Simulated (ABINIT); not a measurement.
Runs of ABINIT 10.8.3 (patched build) on HfO2. Symmetry: Fm-3m, No. 225, cubic system. The conventional cell has a = 5.115 Å, b = 5.115 Å, c = 5.115 Å, α = 90.00°, β = 90.00°, γ = 90.00°. Around Hf (site symmetry m-3m) lie 8 O at 2.21 Å. O (site symmetry -43m) is surrounded by 4 Hf at 2.21 Å. Measurements of this composition are mostly on another form, of space group No. 14.

```tsv
task	level	potentials or basis	k mesh	cutoff (eV)	fine-grid cutoff	mesh quality	gap on the mesh (eV)	pressure (GPa)	V0 of scaled cells (Å³/atom)	B0 (GPa)
equation of state	WC	JTH PAW PBE v2.0	9 × 9 × 9	626	1224.51 eV	not flagged	-	-	10.60	272
equation of state	RPBE	JTH PAW PBE v2.0	9 × 9 × 9	626	1224.51 eV	not flagged	-	-	(b)	(d)
band structure	PBEsol	PseudoDojo NC SR PBEsol v0.4.1 standard	9 × 9 × 9	1143	-	not flagged	3.75	-13.1	-	-
single point	LDA	JTH PAW LDA v2.0	5 × 5 × 5	626	1224.51 eV	coarse	3.83	-20.0	-	-
band structure	LDA-PZ	JTH PAW LDA v2.0	9 × 9 × 9	626	1224.51 eV	not flagged	3.63	-19.7	-	-
band structure	SOGGA	JTH PAW PBE v2.0	9 × 9 × 9	626	1224.51 eV	not flagged	3.69	(c)	-	-
equation of state	PBE+D3	JTH PAW PBE v2.0	9 × 9 × 9	626	1224.51 eV	not flagged	-	-	(a)	259
band structure	HCTH407	JTH PAW PBE v2.0	9 × 9 × 9	626	1224.51 eV	not flagged	3.97	-7.1	-	-
```

Alike in all rows: no spin polarisation; cell as given; smearing fermi-dirac 0.05 eV.

Question: Fill in the values left out.

Answer: (a) 10.76; (b) 11.13; (c) -14.3; (d) 237.

Caveats: some runs use coarse meshes; spin-orbit coupling is left out, which moves the levels of the heavy elements (some runs); the PAW data sets were made with another functional, which shifts forces and pressure a little (some runs); pressures at fixed basis lie under the slope of the energies (some runs); the mesh misses the band edges, which the band path finds closer together (some runs); so large a pressure means that the cell lies far from this level's equilibrium, or that cutoff or potentials fall short (some runs); an odd mesh through Γ misses points on the zone boundary, where band edges often lie (some runs).

A k mesh can miss the band edges, and the runs leave out spin-orbit coupling on Hf.
